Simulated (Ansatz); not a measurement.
# Nb3Sn (P4_2/mmc) in Ansatz: further runs

The runs below take Nb3Sn through relaxation of the atoms, with PBEsol.

Everything below comes from runs of Ansatz 0.2.0. Logs are shortened: lines on timing, memory, paths and dates and some standing lists are left out, and cuts for length are marked.

## 1. Starting point

It takes space group P4_2/mmc (No. 131, tetragonal). The conventional cell has a = 5.282 Å, b = 5.282 Å, c = 5.071 Å, α = 90.00°, β = 90.00°, γ = 90.00°. Around Sn (site symmetry mmm) lie 12 Nb at 2.86 to 2.95 Å. Around Nb (site symmetry -4m2) lie 2 Nb at 2.54 Å. Nb (site symmetry m2m) has 2 Nb at 2.64 Å and 4 Sn at 2.86 to 2.95 Å as nearest neighbours.

## 2. Relaxation of the atoms, PBEsol, 17.68 Å³/atom

The input, input.yaml:

```yaml
crystal:
  lattice:
    - [5.2821, 0.0, 0.0]
    - [0.0, 5.2821, 0.0]
    - [0.0, 0.0, 5.070816]
  atoms:
    - { symbol: Sn, position: [0.5, 0.5, 0.5] }
    - { symbol: Sn, position: [0.0, 0.0, 0.0] }
    - { symbol: Nb, position: [0.0, 0.5, 0.25] }
    - { symbol: Nb, position: [0.0, 0.5, 0.75] }
    - { symbol: Nb, position: [0.5, 0.25, 0.0] }
    - { symbol: Nb, position: [0.75, 0.0, 0.5] }
    - { symbol: Nb, position: [0.5, 0.75, 0.0] }
    - { symbol: Nb, position: [0.25, 0.0, 0.5] }
hamiltonian:
  xc: pbesol
  pseudopotentials: { kind: paw }
kpoints:
  mp_grid: { grid: [4, 4, 5] }
scf:
  occupations: { method: fermi_dirac, width: 0.05 }
output:
  forces: true
  stress: true
  eigenvalues: true
relax:
  f_tol: 0.01
  max_steps: 40
```

Potentials or basis: Ansatz PAW.

On the command line:

```console
ansatz run input.yaml --threads 4 --pin off --max-ram 11264MiB --backend cpu --events-out ev --progress --plain --runs-dir out
```

Standard output:

```text
Warning: output.stress: scf.convergence.dr2_threshold = 1e-7 eV (the SCF's general default) is looser than the 8e-10 eV advised for a printed stress (1e-10 eV for each atom of the cell: 8). What an SCF threshold leaves in a stress goes as its square root, and in the free energy as the threshold itself, and one threshold admits the most on a small cell: of the crystals measured, under no hybrid functional and no lock of the moments, on runs that ended without the residual-converged pass, on stresses that held no estimate of that error, the worst erred by over 100 MPa in a component at 1e-7 eV an atom and by under 5 at 1e-10. Every solve of this run answers to scf.convergence.dr2_threshold, and the tensor of one is reported: a single SCF on the reported geometry and on this run's grids (its basis.xc_grid and basis.ecutrho_ratio typed), with scf.convergence.dr2_threshold at 8e-10 eV or tighter, prints it and tightens no other solve. Else set scf.convergence.dr2_threshold to 8e-10 eV or tighter. The threshold is an SCF's pass mark: one that does not reach it within its budget of iterations ends unconverged, or closes short of it on a stop that the run arms, and scf.convergence.dr2_threshold's page says what that costs each kind of run
Warning: RAYON_NUM_THREADS=4 ignored (pool sized by the plan → 4); use --threads N
Engine: ansatz 0.2.0, aarch64-unknown-linux-gnu
Pseudopotentials: kind: paw
Pseudopotential: Sn, paw, valence charge 14, recommended cutoff 420 eV (normal), Sn.paw.azcp
Pseudopotential: Nb, paw, valence charge 13, recommended cutoff 420 eV (normal), Nb.paw.azcp
Functional definition: PBEsol
  exchange = pbesol_x
  correlation = pbesol_c
Crystal: 8 atoms, lattice volume = 141.479 Å³
Basis set: ecut = 420 eV, 2753 PW (Γ), exchange–correlation on 72×72×72 points (8 copies of the dense FFT grid, shifted against one another)
Bands: 64, of which v1, the nominal top of the filled ones, is band 53 counted from 1 (52 counted from 0)
Symmetry: 16 space group operations
Space group: P42/mmc (ITA 131), of the structure as read, at distance tolerance 5.2e-5 Å
k-points: 18 of 80
Non-local potential: Sn, projectors of the file, l = 0: 2, l = 1: 2, l = 2: 2, l = 3: 2
Non-local potential: Nb, projectors of the file, l = 0: 3, l = 1: 2, l = 2: 2, l = 3: 1
PAW form: soft (Blöchl's): semilocal exchange-correlation on the pseudo side does not see the compensation charge
PAW frozen core: Sn, regenerated for the run's functional, and the local potential with it (the file was generated under x = pbe(κ = 0.804, μ = 0.2195149727645171), c = pbe(β = 0.06672455060314922))
[... 96 lines left out ...]
  atom   5  Nb     0.00000000    -0.00002668     0.00000000
  atom   6  Nb    -0.00002668     0.00000000     0.00000000
  atom   7  Nb     0.00000000     0.00002668     0.00000000
  atom   8  Nb     0.00002668     0.00000000     0.00000000
  max |Σ_I F_I| component: 1.04e-17 eV/Å
--- Stress (GPa, compression-positive) ---
        2.783993       0.000000       0.000000
        0.000000       2.783993       0.000000
        0.000000       0.000000      11.039805
  P = ⅓ Tr σ = 5.5359 GPa (55.359 kbar)
--- Band table (eV; the first three rows and the last of 18) ---
  k-point 0: bands = ["-36.4369", "-36.3610", "-36.3059", "-36.0803", "-36.0803", "-36.0327", "-13.7010", "-13.4557", "-13.2966", "-12.7272", "-12.6913", "-12.6913", "-12.3144", "-12.2951", "-12.2951", "-12.2612", "-12.2612", "-12.1728", "-12.1445", "-12.1385", "-12.1385", "-11.5510", "-11.5510", "-11.2801", "-2.7926", "-2.7898", "-2.7711", "-2.7663", "-2.7486", "-2.7486", "-2.7411", "-2.7411", "-2.7367", "-2.7338", "8.4827", "10.0304", "14.1463", "14.1790", "14.1790", "14.4863", "14.4863", "14.7074", "15.0417", "15.1056", "15.5723", "15.9714", "15.9714", "16.3494", "16.4682", "17.2292", "17.4565", "17.4565", "17.6988", "18.0763", "20.4202", "20.4202", "20.5055", "20.6427", "21.4568", "21.7447", "21.7447", "21.8355", "21.8559", "21.8776"]
  k-point 1: bands = ["-36.4118", "-36.3436", "-36.3141", "-36.0803", "-36.0803", "-36.0697", "-13.5075", "-13.4477", "-13.3083", "-12.6854", "-12.6854", "-12.6640", "-12.3464", "-12.3464", "-12.2984", "-12.2229", "-12.1992", "-12.1992", "-12.1609", "-12.1533", "-12.1533", "-11.5519", "-11.5519", "-11.5365", "-2.7895", "-2.7882", "-2.7705", "-2.7689", "-2.7560", "-2.7560", "-2.7408", "-2.7408", "-2.7367", "-2.7344", "8.7247", "9.9617", "13.9837", "14.2750", "14.2750", "14.2799", "14.6451", "14.6451", "15.0411", "15.7924", "15.8951", "15.9615", "15.9615", "16.0791", "16.5970", "17.2321", "17.5197", "17.5197", "17.7861", "18.1192", "20.2567", "20.2619", "20.2619", "21.0815", "21.1765", "21.1922", "21.4635", "21.5516", "21.5516", "21.8304"]
  k-point 2: bands = ["-36.3686", "-36.3364", "-36.2741", "-36.1645", "-36.0803", "-36.0803", "-13.4248", "-13.3916", "-12.9095", "-12.6790", "-12.6790", "-12.5173", "-12.3600", "-12.3600", "-12.3538", "-12.2562", "-12.2204", "-12.2204", "-12.2037", "-12.1751", "-12.1221", "-12.1221", "-11.5536", "-11.5536", "-2.7870", "-2.7831", "-2.7722", "-2.7704", "-2.7682", "-2.7682", "-2.7400", "-2.7400", "-2.7365", "-2.7356", "9.2891", "9.7564", "13.3649", "13.5994", "14.3831", "14.3831", "14.9412", "14.9412", "15.9803", "16.0051", "16.1711", "16.2907", "16.2907", "16.9003", "17.1474", "17.1474", "17.1576", "17.2967", "17.5831", "18.0493", "19.3084", "20.1563", "20.1563", "20.5580", "20.6662", "20.6668", "20.8596", "20.8596", "21.0838", "21.5378"]
  k-point 17: bands = ["-36.2842", "-36.2697", "-36.2446", "-36.1729", "-36.1729", "-36.1672", "-12.9379", "-12.7977", "-12.7756", "-12.6288", "-12.6288", "-12.4482", "-12.4482", "-12.3826", "-12.3758", "-12.2639", "-12.2481", "-12.2481", "-12.2269", "-12.2101", "-12.2101", "-12.1593", "-12.1593", "-12.1346", "-2.7809", "-2.7809", "-2.7693", "-2.7652", "-2.7652", "-2.7651", "-2.7597", "-2.7554", "-2.7510", "-2.7510", "10.2240", "10.2240", "13.9544", "14.1246", "14.4400", "14.4400", "14.6586", "14.8598", "16.0584", "16.3797", "16.4550", "16.4550", "16.4834", "16.8796", "17.7334", "17.7369", "17.7369", "17.9163", "17.9163", "17.9734", "18.2615", "18.3627", "18.3627", "18.6413", "20.1882", "20.5999", "20.6055", "20.7166", "20.7166", "20.9313"]
--- Relaxed structure (5 steps of the walk, 5 accepted, 0 SCFs on fresh bases) ---
  F+E_penalty+E_count = -38873.90550033 eV   max|allowed force component| = 2.668e-5 eV/Å
  atoms:
    - { symbol: Sn, position: [0.5, 0.5, 0.49999999999999994] }
    - { symbol: Sn, position: [4.849260014950499e-19, -5.131492079312627e-21, 0.0] }
    - { symbol: Nb, position: [4.849260014950498e-19, 0.5, 0.24999999999999997] }
    - { symbol: Nb, position: [4.849260014950495e-19, 0.5, 0.7499999999999999] }
    - { symbol: Nb, position: [0.5, 0.24204829774174577, 0.0] }
    - { symbol: Nb, position: [0.7420482977417457, -5.13149207931255e-21, 0.49999999999999994] }
    - { symbol: Nb, position: [0.5, 0.7579517022582541, 0.0] }
    - { symbol: Nb, position: [0.25795170225825426, -5.1314920793127e-21, 0.49999999999999994] }
```

It took 11 s on 4 threads of Arm Neoverse V2, shared host; peak memory 0.59 GiB.

What came out:

* Free energy: -38873.9055 eV
* Energy gained by relaxing: 7.2 meV/atom
* Ionic steps: 5
* Pressure after relaxing: 5.5 GPa
* Band gap on the k mesh: none (metal or under the smearing width)

Caveat: the PAW data sets come from PBE, with cores solved anew for the run's functional, which leaves a small shift of forces and pressure; the thresholds are loose for stress.

## 3. Relaxation of the atoms, PBEsol, 18.05 Å³/atom

input.yaml, as its differences from that of step 2:

```diff
@@ -4,3 +4,3 @@
     - [0.0, 5.2821, 0.0]
-    - [0.0, 0.0, 5.070816]
+    - [0.0, 0.0, 5.176458]
   atoms:
@@ -25,2 +25,6 @@
   eigenvalues: true
+  write_density: true
+  write_potential: true
+  elf: true
+  volumetric_format: npy
 relax:
```

Potentials or basis: Ansatz PAW.

On the command line:

```console
ansatz run input.yaml --threads 4 --pin off --max-ram 11264MiB --backend cpu --events-out ev --progress --plain --runs-dir out
```

It took 14 s on 4 threads of Arm Neoverse V2, shared host; peak memory 0.6 GiB.

Results (log left out):

* Free energy: -38874.0326 eV
* Energy gained by relaxing: 3.3 meV/atom
* Ionic steps: 5
* Pressure after relaxing: 1.2 GPa
* Band gap on the k mesh: none (metal or under the smearing width)

Caveat: the PAW data sets come from PBE, with cores solved anew for the run's functional, which leaves a small shift of forces and pressure; the thresholds are loose for stress.
